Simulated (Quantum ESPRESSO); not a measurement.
HgTe (Coloradoite): band structure with PBEsol

The system is HgTe (Coloradoite).

```
Hg Te
1.0
     0.00000    3.21450    3.21450
     3.21450    0.00000    3.21450
     3.21450    3.21450    0.00000
Hg Te
1 1
Direct
  0.00000 0.00000 0.00000
  0.75000 0.75000 0.75000
```

```yaml
Program: Quantum ESPRESSO 7.5
Task: band structure
Functional: PBEsol
Potentials_or_basis: PseudoDojo 0.4 FR PBE standard
Cutoff: 1088 eV
Density_cutoff: 4354 eV
k_mesh: 7 × 7 × 7
Occupations: fermi-dirac, width 0.05 eV
Spin: spin-orbit coupling, no magnetisation
Mixing_beta: 0.5
Most_SCF_iterations: 120
SCF_threshold: 4e-10 Ry
```

```
Pressure               : 1.5 GPa
Band gap on the k mesh : none (metal or under the smearing width)
```

Levels at the corners of the path, in eV from the Fermi level:
```csv
point,band 32,band 33,band 34,band 35,band 36,band 37,band 38,band 39,band 40,band 41
Γ,-1.01,-0.79,-0.79,-0.01,-0.01,-0.01,-0.01,3.01,3.01,4.26
X,-5.70,-2.76,-2.76,-2.59,-2.59,1.60,1.60,2.07,2.07,7.78
W,-5.75,-3.25,-2.99,-2.94,-2.85,2.64,3.08,4.22,4.28,4.50
K,-5.63,-3.34,-3.33,-2.27,-2.24,1.84,1.99,3.62,3.70,6.35
Γ,-1.01,-0.79,-0.79,-0.01,-0.01,-0.01,-0.01,3.01,3.01,4.26
L,-5.89,-1.60,-1.60,-1.04,-1.04,0.36,0.36,4.41,4.41,4.92
U,-5.63,-3.34,-3.33,-2.27,-2.24,1.84,1.99,3.62,3.70,6.35
W,-5.75,-3.25,-2.99,-2.94,-2.85,2.64,3.08,4.22,4.28,4.50
L,-5.89,-1.60,-1.60,-1.04,-1.04,0.36,0.36,4.41,4.41,4.92
K,-5.63,-3.34,-3.33,-2.27,-2.24,1.84,1.99,3.62,3.70,6.35
U,-5.63,-3.34,-3.33,-2.27,-2.24,1.84,1.99,3.62,3.70,6.35
X,-5.70,-2.76,-2.76,-2.59,-2.59,1.60,1.60,2.07,2.07,7.78
```

It took 7.7 min on 2 MPI ranks on Arm Neoverse V2, with other jobs on the host, peak memory 0.72 GiB a rank.

Caveat: the potentials were made for another functional, which shifts forces and pressure.
